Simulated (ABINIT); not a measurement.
Runs of ABINIT 10.8.3 (patched build) on Ti. It takes space group P6_3/mmc (No. 194, hexagonal). The conventional cell has a = 2.950 Å, b = 2.950 Å, c = 4.680 Å, α = 90.00°, β = 90.00°, γ = 120.00°. Ti (site symmetry -6m2) has 12 Ti at 2.89 to 2.95 Å as nearest neighbours. 

| task | level | potentials or basis | k mesh | cutoff (eV) | fine-grid cutoff | mesh quality | gap on the mesh (eV) | pressure (GPa) | V0 of scaled cells (Å³/atom) | B0 (GPa) |
| --- | --- | --- | --- | --- | --- | --- | --- | --- | --- | --- |
| band structure | LDA-PZ | JTH PAW LDA v2.0 | 10 × 10 × 6 | 408 | 816.342 eV | not flagged | none | -9.5 | - | - |
| equation of state | rPW86PBE | JTH PAW PBE v2.0 | 10 × 10 × 6 | 408 | 816.342 eV | not flagged | - | - | 17.81 | (b) |
| equation of state | PBE | JTH PAW PBE v2.0 | 10 × 10 × 6 | 408 | 816.342 eV | not flagged | - | - | 17.43 | 111 |
| single point | r2SCAN | JTH PAW PBE v2.0 | 4 × 4 × 2 | 490 | 979.61 eV | coarse | none | (a) | - | - |
| band structure | LDA | JTH PAW LDA v2.0 | 10 × 10 × 6 | 408 | 816.342 eV | not flagged | none | -9.5 | - | - |

Alike in all rows: no spin polarisation; cell as given; smearing fermi-dirac 0.05 eV.

Q: Estimate the missing entries.

A: (a) -2.8; (b) 109.

Caveats: some runs use coarse meshes; pressures at fixed basis lie under the slope of the energies (some runs); the cell was scaled at fixed shape and fractional positions, which overstates the stiffness of a crystal with free parameters, most of all of layers and chains (some runs); the PAW data sets were made with another functional, which shifts forces and pressure a little (some runs).

A gap of «none» marks a metal or a gap under the smearing width.
